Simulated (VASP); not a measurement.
# 2H-WSe2 monolayer and its bilayer, part 4 of 9

Aim: relax 2H-WSe2 monolayer, place its levels against the vacuum, then find how two sheets stack and bind.

VASP 6.6.1, plane waves and PAW; the level of theory is named at each step.

So far. Step 3 (A second relaxation): The start already met the threshold, so nothing moved. Step 4 (Vacuum level and density of states): The vacuum level lies 5.35 eV above the highest filled level at the upper face; both faces agree, as the slab has next to no dipole.

### Step 5. The slab in a field, field -0.1

Level of this step: r2SCAN with rVV10, no spin polarisation; plane waves and PAW (W, Se) (VASP).

A field across the slab, with the atoms held, gives the electronic response: the dipole changes linearly with the field, and the energy has a linear term from the slab's own dipole and a quadratic one from its polarisability.

INCAR reads:

```
SYSTEM = WSe2
PREC = Normal
ENCUT = 350
EDIFF = 1E-06
NELM = 120
ISMEAR = 0
SIGMA = 0.03
LREAL = .FALSE.
ALGO = Normal
METAGGA = R2SCAN
LUSE_VDW = .TRUE.
IVDW_NL = 2
BPARAM = 11.95
CPARAM = 0.0093
LASPH = .TRUE.
NBANDS = 15
LORBIT = 11
LWAVE = .FALSE.
LCHARG = .FALSE.
KPAR = 4
IDIPOL = 3
LDIPOL = .TRUE.
DIPOL = 0.5 0.5 0.5
EFIELD = -0.1
```

POSCAR reads:

```
WSe2
1.0
    3.2949711325      0.0000000000      0.0000000000
   -1.6474855662      2.8535287055      0.0000000000
    0.0000000000      0.0000000000     22.0000000000
W Se
1 2
Direct
    0.3333333333      0.6666666667      0.5000000000
    0.6666666667      0.3333333333      0.4243580650
    0.6666666667      0.3333333333      0.5756419350
```

KPOINTS reads:

```
Automatic mesh
0
Gamma
12 12 1
0 0 0
```

PAW data sets: W and Se (PBE family, release 64).

The run is started by

```bash
$ mpirun -np 4 vasp_std
```

What it wrote:

```text
[... set-up lines as in an earlier step ...]
 entering main loop
       N       E                     dE             d eps       ncg     rms          rms(c)
Total rVV10 correction in eV:      0.5452599    25.4157834
Total rVV10 correction in eV:      0.5452599    25.4157834
Total rVV10 correction in eV:      0.5452599    25.4157834
Total rVV10 correction in eV:      0.5452599    25.4157834
DAV:   1     0.485082591871E+02    0.48508E+02   -0.50012E+03   570   0.643E+02
DAV:   2    -0.721379284536E+02   -0.12065E+03   -0.11423E+03   900   0.157E+02
DAV:   3    -0.837206894937E+02   -0.11583E+02   -0.11496E+02   773   0.596E+01
DAV:   4    -0.839301022444E+02   -0.20941E+00   -0.20875E+00   733   0.918E+00
DAV:   5    -0.839335744760E+02   -0.34722E-02   -0.34715E-02   745   0.110E+00    0.209E+01
Total rVV10 correction in eV:      0.5451330    25.4165318
Total rVV10 correction in eV:      0.5451330    25.4165318
Total rVV10 correction in eV:      0.5451330    25.4165318
Total rVV10 correction in eV:      0.5451330    25.4165318
DAV:   6    -0.814420260250E+02    0.24915E+01   -0.30028E+00   858   0.126E+01    0.900E+00
Total rVV10 correction in eV:      0.5390358    25.4188764
Total rVV10 correction in eV:      0.5390358    25.4188764
Total rVV10 correction in eV:      0.5390358    25.4188764
Total rVV10 correction in eV:      0.5390358    25.4188764
DAV:   7    -0.813943113740E+02    0.47715E-01   -0.14304E+00   780   0.989E+00    0.618E+00
Total rVV10 correction in eV:      0.5408032    25.4189176
Total rVV10 correction in eV:      0.5408032    25.4189176
Total rVV10 correction in eV:      0.5408032    25.4189176
Total rVV10 correction in eV:      0.5408032    25.4189176
DAV:   8    -0.812853539853E+02    0.10896E+00   -0.23287E-01   731   0.434E+00    0.683E-01
Total rVV10 correction in eV:      0.5428817    25.4185148
Total rVV10 correction in eV:      0.5428817    25.4185148
Total rVV10 correction in eV:      0.5428817    25.4185148
Total rVV10 correction in eV:      0.5428817    25.4185148
DAV:   9    -0.812916113182E+02   -0.62573E-02   -0.29014E-02   745   0.126E+00    0.705E-01
Total rVV10 correction in eV:      0.5452204    25.4183212
Total rVV10 correction in eV:      0.5452204    25.4183212
Total rVV10 correction in eV:      0.5452204    25.4183212
Total rVV10 correction in eV:      0.5452204    25.4183212
DAV:  10    -0.812936833043E+02   -0.20720E-02   -0.60851E-03   724   0.505E-01    0.142E-01
Total rVV10 correction in eV:      0.5455999    25.4181292
Total rVV10 correction in eV:      0.5455999    25.4181292
Total rVV10 correction in eV:      0.5455999    25.4181292
Total rVV10 correction in eV:      0.5455999    25.4181292
DAV:  11    -0.812940975234E+02   -0.41422E-03   -0.47694E-04   731   0.159E-01    0.177E-01
Total rVV10 correction in eV:      0.5467551    25.4176145
Total rVV10 correction in eV:      0.5467551    25.4176145
Total rVV10 correction in eV:      0.5467551    25.4176145
Total rVV10 correction in eV:      0.5467551    25.4176145
DAV:  12    -0.812950422266E+02   -0.94470E-03   -0.54745E-04   640   0.159E-01    0.482E-02
Total rVV10 correction in eV:      0.5468499    25.4174741
Total rVV10 correction in eV:      0.5468499    25.4174741
Total rVV10 correction in eV:      0.5468499    25.4174741
Total rVV10 correction in eV:      0.5468499    25.4174741
DAV:  13    -0.812951315228E+02   -0.89296E-04   -0.40489E-05   717   0.416E-02    0.173E-02
Total rVV10 correction in eV:      0.5480914    25.4166082
Total rVV10 correction in eV:      0.5480914    25.4166082
Total rVV10 correction in eV:      0.5480914    25.4166082
Total rVV10 correction in eV:      0.5480914    25.4166082
DAV:  14    -0.812960022042E+02   -0.87068E-03   -0.47690E-04   584   0.127E-01    0.309E-02
Total rVV10 correction in eV:      0.5483037    25.4164261
Total rVV10 correction in eV:      0.5483037    25.4164261
Total rVV10 correction in eV:      0.5483037    25.4164261
Total rVV10 correction in eV:      0.5483037    25.4164261
DAV:  15    -0.812961161622E+02   -0.11396E-03   -0.19747E-05   696   0.283E-02    0.296E-02
Total rVV10 correction in eV:      0.5485631    25.4161095
Total rVV10 correction in eV:      0.5485631    25.4161095
Total rVV10 correction in eV:      0.5485631    25.4161095
Total rVV10 correction in eV:      0.5485631    25.4161095
DAV:  16    -0.812963040232E+02   -0.18786E-03   -0.66513E-05   626   0.500E-02    0.106E-02
Total rVV10 correction in eV:      0.5486587    25.4159361
Total rVV10 correction in eV:      0.5486587    25.4159361
Total rVV10 correction in eV:      0.5486587    25.4159361
Total rVV10 correction in eV:      0.5486587    25.4159361
DAV:  17    -0.812964252090E+02   -0.12119E-03   -0.44217E-05   717   0.365E-02    0.551E-03
Total rVV10 correction in eV:      0.5486700    25.4159031
Total rVV10 correction in eV:      0.5486700    25.4159031
Total rVV10 correction in eV:      0.5486700    25.4159031
Total rVV10 correction in eV:      0.5486700    25.4159031
DAV:  18    -0.812964497740E+02   -0.24565E-04   -0.40423E-06   741   0.142E-02    0.243E-03
Total rVV10 correction in eV:      0.5486803    25.4158039
Total rVV10 correction in eV:      0.5486803    25.4158039
Total rVV10 correction in eV:      0.5486803    25.4158039
Total rVV10 correction in eV:      0.5486803    25.4158039
DAV:  19    -0.812965157236E+02   -0.65950E-04   -0.19105E-05   689   0.218E-02    0.180E-03
Total rVV10 correction in eV:      0.5486796    25.4157864
Total rVV10 correction in eV:      0.5486796    25.4157864
Total rVV10 correction in eV:      0.5486796    25.4157864
Total rVV10 correction in eV:      0.5486796    25.4157864
DAV:  20    -0.812965235594E+02   -0.78358E-05   -0.10766E-06   734   0.504E-03    0.169E-03
Total rVV10 correction in eV:      0.5486775    25.4157823
Total rVV10 correction in eV:      0.5486775    25.4157823
Total rVV10 correction in eV:      0.5486775    25.4157823
Total rVV10 correction in eV:      0.5486775    25.4157823
DAV:  21    -0.812965253744E+02   -0.18150E-05   -0.26450E-07   593   0.439E-03    0.397E-04
Total rVV10 correction in eV:      0.5486763    25.4157834
Total rVV10 correction in eV:      0.5486763    25.4157834
Total rVV10 correction in eV:      0.5486763    25.4157834
Total rVV10 correction in eV:      0.5486763    25.4157834
DAV:  22    -0.812965253958E+02   -0.21426E-07   -0.16419E-07   607   0.369E-03
Total rVV10 correction in eV:      0.5486750    25.4157854
Total rVV10 correction in eV:      0.5486750    25.4157854
Total rVV10 correction in eV:      0.5486750    25.4157854
Total rVV10 correction in eV:      0.5486750    25.4157854
Total rVV10 correction in eV:      0.5486764    25.4157835
Total rVV10 correction in eV:      0.5486764    25.4157835
Total rVV10 correction in eV:      0.5486764    25.4157835
Total rVV10 correction in eV:      0.5486764    25.4157835
   1 F= -.81296525E+02 E0= -.81296525E+02  d E =-.474360E-16
```

Run time: 64 s. Hardware: 4 MPI ranks of AMD EPYC 9R45, shared host; peak memory 1.2 GiB.

OUTCAR, selected parts (step 5):

```text
   NELECT =      18.0000    total number of electrons

 dipolmoment           0.000000      0.000000     -0.028583 electrons x Angstroem

 E-fermi :  -2.2127

 k-point     1 :       0.0000    0.0000    0.0000
  band No.  band energies     occupation
    ...
      5      -4.8915      2.00000
      6      -4.6470      2.00000
      7      -3.7097      2.00000
      8      -3.7097      2.00000
      9      -2.6914      2.00000
     10       0.7804      0.00000
     11       0.7804      0.00000
     12       0.9602      0.00000
     13       0.9602      0.00000
     14       2.4093      0.00000
    ...

  Total        0.0193732      0.0193732     -0.0322582      0.0000000      0.0000000      0.0000000
  in kB        0.1500567      0.1500567     -0.2498583      0.0000000      0.0000000      0.0000000
  external PRESSURE =       0.0167517 kB  Pullay stress =       0.0000000 kB

 POSITION                                       TOTAL-FORCE (eV/Angst)
 -----------------------------------------------------------------------------------
     -0.00000      1.90235     11.00000        -0.000000      0.000000     -0.008177
      1.64749      0.95118      9.33588        -0.000000     -0.000000     -0.006717
      1.64749      0.95118     12.66412         0.000000      0.000000      0.014895
 -----------------------------------------------------------------------------------
    total drift:                                0.000001      0.000001      0.000011

  FREE ENERGIE OF THE ION-ELECTRON SYSTEM (eV)
  ---------------------------------------------------
  free  energy   TOTEN  =       -81.2965253958 eV

  energy  without entropy=      -81.2965253958  energy(sigma->0) =      -81.29652540

 vacuum level on the upper side and lower side of the slab         3.710         2.181

[... 8 parts as in an earlier step ...]

[... 9 further parts left out ...]
```

Numbers from this step:

| Item | Value |
| --- | --- |
| electronic cycles | 22 |
| free energy (TOTEN) | -81.2965 eV |
| Fermi energy | -2.213 eV |
| dipole moment | 0, 0, -0.02858 e·Å |

VASP counts the dipole in electrons times Å, so a positive number points the physical dipole along −c. A positive EFIELD is likewise a physical field along −c.

Energy at zero smearing: -81.29653 eV.

### Step 6. The slab in a field, field 0.1

INCAR, as its differences from that of step 5:

```diff
@@ -23,2 +23,2 @@
 DIPOL = 0.5 0.5 0.5
-EFIELD = -0.1
+EFIELD = 0.1
```

POSCAR is that of step 5.

KPOINTS is that of step 5.

The run is started by

```bash
$ mpirun -np 4 vasp_std
```

What it wrote:

```text
[... set-up lines as in an earlier step ...]
 entering main loop
       N       E                     dE             d eps       ncg     rms          rms(c)
Total rVV10 correction in eV:      0.5452599    25.4157834
Total rVV10 correction in eV:      0.5452599    25.4157834
Total rVV10 correction in eV:      0.5452599    25.4157834
Total rVV10 correction in eV:      0.5452599    25.4157834
DAV:   1     0.486727392400E+02    0.48673E+02   -0.50010E+03   570   0.643E+02
DAV:   2    -0.719719856249E+02   -0.12064E+03   -0.11401E+03   870   0.157E+02
DAV:   3    -0.837428620788E+02   -0.11771E+02   -0.11682E+02   801   0.596E+01
DAV:   4    -0.839301995732E+02   -0.18734E+00   -0.18689E+00   718   0.908E+00
DAV:   5    -0.839335678793E+02   -0.33683E-02   -0.33675E-02   773   0.110E+00    0.209E+01
Total rVV10 correction in eV:      0.5451339    25.4165314
Total rVV10 correction in eV:      0.5451339    25.4165314
Total rVV10 correction in eV:      0.5451339    25.4165314
Total rVV10 correction in eV:      0.5451339    25.4165314
[...]
Total rVV10 correction in eV:      0.5486795    25.4157866
DAV:  20    -0.812965233022E+02   -0.81606E-05   -0.10208E-06   726   0.493E-03    0.165E-03
Total rVV10 correction in eV:      0.5486778    25.4157823
Total rVV10 correction in eV:      0.5486778    25.4157823
Total rVV10 correction in eV:      0.5486778    25.4157823
Total rVV10 correction in eV:      0.5486778    25.4157823
DAV:  21    -0.812965267184E+02   -0.34162E-05   -0.28042E-07   586   0.448E-03    0.385E-04
Total rVV10 correction in eV:      0.5486762    25.4157835
Total rVV10 correction in eV:      0.5486762    25.4157835
Total rVV10 correction in eV:      0.5486762    25.4157835
Total rVV10 correction in eV:      0.5486762    25.4157835
DAV:  22    -0.812965264745E+02    0.24386E-06   -0.16859E-07   600   0.355E-03
Total rVV10 correction in eV:      0.5486749    25.4157854
Total rVV10 correction in eV:      0.5486749    25.4157854
Total rVV10 correction in eV:      0.5486749    25.4157854
Total rVV10 correction in eV:      0.5486749    25.4157854
Total rVV10 correction in eV:      0.5486764    25.4157834
Total rVV10 correction in eV:      0.5486764    25.4157834
Total rVV10 correction in eV:      0.5486764    25.4157834
Total rVV10 correction in eV:      0.5486764    25.4157834
   1 F= -.81296526E+02 E0= -.81296526E+02  d E =-.481000E-16
```

The job ended after 61 s (4 MPI ranks; peak memory 1.1 GiB; 4 min of CPU time).

From OUTCAR (step 6):

```text
  Total        0.0193183      0.0193183     -0.0323128      0.0000000      0.0000000     -0.0000000
  in kB        0.1496316      0.1496316     -0.2502813      0.0000000      0.0000000     -0.0000000
  external PRESSURE =       0.0163273 kB  Pullay stress =       0.0000000 kB

 POSITION                                       TOTAL-FORCE (eV/Angst)
 -----------------------------------------------------------------------------------
     -0.00000      1.90235     11.00000        -0.000000      0.000000      0.008177
      1.64749      0.95118      9.33588         0.000000     -0.000000     -0.014932
      1.64749      0.95118     12.66412         0.000000      0.000000      0.006756
 -----------------------------------------------------------------------------------
    total drift:                               -0.000001      0.000002     -0.000024

  FREE ENERGIE OF THE ION-ELECTRON SYSTEM (eV)
  ---------------------------------------------------
  free  energy   TOTEN  =       -81.2965264745 eV

  energy  without entropy=      -81.2965264745  energy(sigma->0) =      -81.29652647

[... 2 parts as in an earlier step ...]

[... 1 further part left out ...]
[key lines of the parts left out:]
E-fermi :  -2.2127
```

This step gave:

- dipole moment: 0, 0, 0.02858 e·Å

Energy at zero smearing: -81.29653 eV.

(Part 4 of 9 ends here.)

[Lines on the potential files, build, host, timing and source positions are cut from VASP's logs without a mark.]

[Logs are printed without paths, hosts, clocks, repeated set-up lines and the standing remarks that a program may print on its own settings, such as how far it seeks lower states.]

[Hosts, paths, dates, database ids (printed as entryN), source tags and the programs' standing remarks are cut or masked in the printed files.]

[Runs that stopped without an error message from VASP are left out.]
